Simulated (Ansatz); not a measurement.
Al2O3:

```
Al O
1.0
     2.88432    0.00000    0.00000
    -1.44216    2.49790    0.00000
     0.00000    0.00000    9.33675
Al O
2 3
Direct
  0.00000 0.00000 0.85001
  0.00000 0.00000 0.14999
  0.33333 0.66667 0.77768
  0.66667 0.33333 0.00000
  0.33333 0.66667 0.22232
```

Measurements of this composition are mostly on another form, of space group No. 167.

| Item | Value |
| --- | --- |
| Program | Ansatz 0.2.0 |
| Task | relaxation of cell and atoms |
| Functional | r2SCAN |
| Potentials or basis | Ansatz PAW |
| Cutoff | 500 eV (not typed: the program's choice for these potentials) |
| k mesh | 11 × 11 × 3 |
| Occupations | fermi-dirac, width 0.05 eV |
| Spin | no spin polarisation |

At the start: volume 13.45 Å³/atom.

Q: Where does the relaxation end?

A: It ends after 17 steps and the volume is 10.82 Å³/atom (-19.6 %); space group P-6m2 (No. 187, to 0.05 Å).

The path:
```csv
step,energy change (eV),largest force (eV/Å),volume (Å³)
1,0.0000,0.3942,67.27
2,-0.0206,0.2380,66.60
3,-0.0295,0.0707,65.61
4,-0.0295,0.1123,65.62
5,-0.0298,0.0186,65.63
6,-0.0302,0.0112,65.00
7,-0.0303,0.0020,64.92
8,-0.0308,0.0398,64.18
9,-0.0330,0.1293,60.99
10,-0.0355,0.2096,57.78
11,-0.0415,0.1018,54.28
12,-0.0435,0.0537,54.41
13,-0.0437,0.0194,54.27
14,-0.0438,0.0023,54.10
15,-0.0380,0.0036,54.10
16,-0.0380,0.0001,54.11
17,-0.0380,0.0001,54.11
```

Final structure:
```yaml
crystal:
  lattice:
    - [2.85567, 0.00000, 0.00000]
    - [-1.42783, 2.47308, 0.00000]
    - [0.00000, 0.00000, 7.66155]
  atoms:
    - { symbol: Al, position: [0.00000, 0.00000, 0.81906] }
    - { symbol: Al, position: [0.00000, 0.00000, 0.18094] }
    - { symbol: O, position: [0.33333, 0.66667, 0.73200] }
    - { symbol: O, position: [0.66667, 0.33333, 0.00000] }
    - { symbol: O, position: [0.33333, 0.66667, 0.26800] }
```

Caveat: the volume moved by over 15 % at a fixed basis, so the end points are rough; the plane-wave basis is chosen anew once the cell has moved, so the energies of steps on either side of that aren't comparable; the PAW data sets come from PBE, with cores solved anew for the run's functional, which leaves a small shift of forces and pressure.
